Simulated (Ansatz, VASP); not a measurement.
**TaN: VASP beside Ansatz**

```
Ta N
1.0
     2.87802    0.00000    0.00000
    -1.43901    2.49244    0.00000
     0.00000    0.00000    2.82415
Ta N
1 1
Direct
  0.33333 0.66667 0.50000
  0.00000 0.00000 0.00000
```

Alike in both runs: task relaxation of cell and atoms; functional LDA; k mesh 10 × 10 × 9; occupations fermi-dirac, width 0.02 eV; no spin polarisation.

|  | VASP | Ansatz |
| --- | --- | --- |
| version | VASP 6.6.1 | Ansatz 0.2.0 |
| potentials or method | VASP PAW LDA potentials, release 64 (Ta_pv, N) | PAW with Ansatz's default frozen-core files, scalar-relativistic |
| plane-wave cutoff (eV) | 600 | 420 |
| valence electrons in the cell | 16 | 18 |

```csv
,VASP,Ansatz,Ansatz less VASP
relaxed volume (Å³/atom),10.49,10.43,-0.054
relaxed cell length with the largest relative difference (Å),2.912,2.907,-0.0050
energy change over the relaxation (meV/atom),-15,-11,+4.3
```

The two sets of potentials don't hold the same shells in valence. Ansatz warned: «gradients_without_spin_orbit».

Spin-orbit coupling is left out, which matters for the levels of Ta.
